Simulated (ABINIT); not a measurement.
Ag in ABINIT: the effect of functional

The system is Ag.

```
Ag
1.0
     0.00000    2.04275    2.04275
     2.04275    0.00000    2.04275
     2.04275    2.04275    0.00000
Ag
1
Direct
  0.00000 0.00000 0.00000
```

Alike in all runs:

* Program: ABINIT 10.8.3 (patched build)
* Task: band structure
* Potentials or basis: JTH PAW PBE v2.0
* Cutoff: 544 eV
* k mesh: 11 × 11 × 11
* Occupations: fermi-dirac, width 0.05 eV
* Spin: no spin polarisation

```csv
functional,pressure (GPa)
PBE,4.5
LDA,-7.4
PBEsol,-2.8
RPBE,?
BLYP,12.0
AM05,-2.6
r2SCAN,1.1
SCAN,-0.9
revPBE,7.5
PW91,4.3
WC,-2.2
```

Question: What does the run with functional RPBE give?

Answer: Pressure 8.7 GPa.

Caveats: the PAW data sets were made with another functional, which shifts forces and pressure a little (some runs).
